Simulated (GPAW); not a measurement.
Crystal: BP.

```
CELL_PARAMETERS angstrom
0.00000 2.26900 2.26900
2.26900 0.00000 2.26900
2.26900 2.26900 0.00000
ATOMIC_POSITIONS crystal
P 0.75000 0.75000 0.75000
B 0.00000 0.00000 0.00000
```

Program: GPAW 26.7.0. Alike in all runs: no spin polarisation; cell as given.

Q: Order these runs on this cell by their band gap on the k mesh, lowest first.
A. level PBE; potentials or basis GPAW PAW data sets (gpaw-data 1.2.1), pw; k mesh 10 × 10 × 10; cutoff (eV) 800; smearing gaussian 0.024 eV; maxiter 150; mesh quality not flagged
B. level BLYP+D3(BJ); potentials or basis PAW data sets generated in the run's folder for this functional, pw; k mesh 10 × 10 × 10; cutoff (eV) 800; smearing fermi-dirac 0.05 eV; maxiter 150; eigensolver davidson; k mesh for the DOS 15 × 15 × 15; dos width 0.1 eV; mesh quality not flagged
C. level PBEsol0; potentials or basis GPAW PAW data sets (gpaw-data 1.2.1), pw; k mesh 5 × 5 × 5; cutoff (eV) 600; smearing fermi-dirac 0.05 eV; maxiter 60; mesh quality coarse

A: A (1.24 eV), B (1.51 eV), C (2.61 eV).

Caveats: some runs use coarse meshes; an odd mesh through Γ misses points on the zone boundary, where band edges often lie (some runs).

A k mesh can miss the band edges, odd and even meshes differently.
